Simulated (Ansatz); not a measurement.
# GaN: the cost of one run

Method: DFT PBE, scalar-relativistic, plane waves, PAW, in Ansatz 0.2.0.

The COD entry's cell or inner coordinates are ideal or old and differ from later refinements, so a difference from it is no clean test against experiment.

## (1) The structure to begin with

Symmetry: P6_3mc, No. 186, hexagonal system. The conventional cell has a = 3.180 Å, b = 3.180 Å, c = 5.166 Å, α = 90.00°, β = 90.00°, γ = 120.00°. Around Ga (site symmetry 3m) lie 4 N at 1.94 to 1.95 Å. Around N (site symmetry 3m) lie 4 Ga at 1.94 to 1.95 Å.

Coordinates:

```xyz
48
Lattice="-4.7700 2.7540 5.1660 4.7700 -2.7540 5.1660 4.7700 8.2619 -5.1660" Properties=species:S:1:pos:R:3 pbc="T T T"
Ga   -3.1800    1.8360    5.1660
Ga    1.5900   -0.9180    5.1660
Ga    0.0000    1.8360    0.0000
Ga    0.0000    1.8360    5.1660
Ga    3.1800    1.8360    5.1660
Ga    3.1800    1.8360    0.0000
Ga    1.5900    4.5899    5.1660
Ga    1.5900    4.5899    0.0000
Ga    4.7700    4.5899    0.0000
Ga    0.0000    7.3439    0.0000
Ga    3.1800    7.3439    0.0000
Ga    7.9500    4.5899    0.0000
Ga   -1.5900    0.9180    2.5830
Ga   -1.5900    0.9180    7.7490
Ga    1.5900    0.9180    7.7490
Ga    1.5900    0.9180    2.5830
Ga    4.7700    0.9180    2.5830
Ga    0.0000    3.6719    2.5830
Ga    3.1800    3.6719    2.5830
Ga   -1.5900    6.4259    2.5830
Ga    1.5900    6.4259    2.5830
Ga    6.3600    3.6720    2.5830
Ga    4.7700    6.4259   -2.5830
Ga    4.7700    6.4259    2.5830
N     1.5900   -0.9180    1.9373
N     1.5900   -0.9180    7.1033
N     0.0000    1.8360    1.9372
N     0.0000    1.8360    7.1032
N    -1.5900    4.5899    1.9373
N     3.1800    1.8360    1.9373
N     6.3600    1.8360    1.9373
N     1.5900    4.5899    1.9373
N     4.7700    4.5899    1.9372
N     0.0000    7.3439    1.9372
N     3.1800    7.3439    1.9373
N     3.1800    7.3439   -3.2287
N    -1.5900    0.9180    4.5202
N     3.1800   -1.8360    4.5202
N    -3.1800    3.6720    4.5202
N     1.5900    0.9180    4.5202
N     4.7700    0.9180    4.5203
N     0.0000    3.6719    4.5203
N     3.1800    3.6719    4.5203
N     3.1800    3.6719   -0.6457
N     1.5900    6.4259    4.5202
N     1.5900    6.4259   -0.6458
N     4.7700    6.4259   -0.6457
N     4.7700    6.4259    4.5203
```

The runs take a perfect supercell of 48 atoms; the defect goes to fractional position (0.833, 0.167, 0.000).

## (2) The perfect supercell

input.yaml reads:

```yaml
crystal:
  lattice:
    - [-4.77, 2.753961, 5.166]
    - [4.77, -2.753961, 5.166]
    - [4.77, 8.261882, -5.166]
  atoms:
    - { symbol: Ga, position: [0.833333, 0.166667, 0.0] }
    - { symbol: Ga, position: [0.333333, 0.666667, 0.0] }
    - { symbol: Ga, position: [0.166666, 0.0, 0.166667] }
    - { symbol: Ga, position: [0.666666, 0.5, 0.166667] }
    - { symbol: Ga, position: [0.5, 0.833334, 0.333333] }
    - { symbol: Ga, position: [0.0, 0.333334, 0.333333] }
    - { symbol: Ga, position: [0.833333, 0.666667, 0.5] }
    - { symbol: Ga, position: [0.333333, 0.166667, 0.5] }
    - { symbol: Ga, position: [0.166666, 0.5, 0.666667] }
    - { symbol: Ga, position: [0.666666, 0.0, 0.666667] }
    - { symbol: Ga, position: [0.5, 0.333334, 0.833333] }
    - { symbol: Ga, position: [0.0, 0.833334, 0.833333] }
    - { symbol: Ga, position: [0.416667, 0.083333, 0.0] }
    - { symbol: Ga, position: [0.916667, 0.583333, 0.0] }
    - { symbol: Ga, position: [0.75, 0.916666, 0.166667] }
    - { symbol: Ga, position: [0.25, 0.416666, 0.166667] }
    - { symbol: Ga, position: [0.083334, 0.75, 0.333333] }
    - { symbol: Ga, position: [0.583334, 0.25, 0.333333] }
    - { symbol: Ga, position: [0.416667, 0.583333, 0.5] }
    - { symbol: Ga, position: [0.916667, 0.083333, 0.5] }
    - { symbol: Ga, position: [0.75, 0.416666, 0.666667] }
    - { symbol: Ga, position: [0.25, 0.916666, 0.666667] }
    - { symbol: Ga, position: [0.083334, 0.25, 0.833333] }
    - { symbol: Ga, position: [0.583334, 0.75, 0.833333] }
    - { symbol: "N", position: [0.020833, 0.354167, 0.0] }
    - { symbol: "N", position: [0.520833, 0.854167, 0.0] }
    - { symbol: "N", position: [0.354166, 0.1875, 0.166667] }
    - { symbol: "N", position: [0.854166, 0.6875, 0.166667] }
    - { symbol: "N", position: [0.6875, 0.020834, 0.333333] }
    - { symbol: "N", position: [0.1875, 0.520834, 0.333333] }
    - { symbol: "N", position: [0.020833, 0.854167, 0.5] }
    - { symbol: "N", position: [0.520833, 0.354167, 0.5] }
    - { symbol: "N", position: [0.354166, 0.6875, 0.666667] }
    - { symbol: "N", position: [0.854166, 0.1875, 0.666667] }
    - { symbol: "N", position: [0.6875, 0.520834, 0.833333] }
    - { symbol: "N", position: [0.1875, 0.020834, 0.833333] }
    - { symbol: "N", position: [0.604167, 0.270833, 0.0] }
    - { symbol: "N", position: [0.104167, 0.770833, 0.0] }
    - { symbol: "N", position: [0.9375, 0.104166, 0.166667] }
    - { symbol: "N", position: [0.4375, 0.604166, 0.166667] }
    - { symbol: "N", position: [0.270834, 0.9375, 0.333333] }
    - { symbol: "N", position: [0.770834, 0.4375, 0.333333] }
    - { symbol: "N", position: [0.604167, 0.770833, 0.5] }
    - { symbol: "N", position: [0.104167, 0.270833, 0.5] }
    - { symbol: "N", position: [0.9375, 0.604166, 0.666667] }
    - { symbol: "N", position: [0.4375, 0.104166, 0.666667] }
    - { symbol: "N", position: [0.270834, 0.4375, 0.833333] }
    - { symbol: "N", position: [0.770834, 0.9375, 0.833333] }
basis:
  ecutwfc: 420
  fft_grid_basis: typed
kpoints:
  mp_grid: { grid: [2, 2, 2] }
hamiltonian:
  xc: pbe
  pseudopotentials: { kind: paw }
scf:
  occupations: { method: gaussian, width: 0.05 }
output:
  forces: true
  stress: false
  eigenvalues: true
  bader: false
  write_density: true
  volumetric_format: npy
```

Run with:

```bash
> ansatz run input.yaml --threads 8 --pin off --max-ram 16384MiB --backend cpu --events-out ev --progress --plain --runs-dir out
```

What time and memory should one allow on 8 threads of Arm Neoverse N1, shared host?

About 11 s, with a peak of 3.4 GiB.
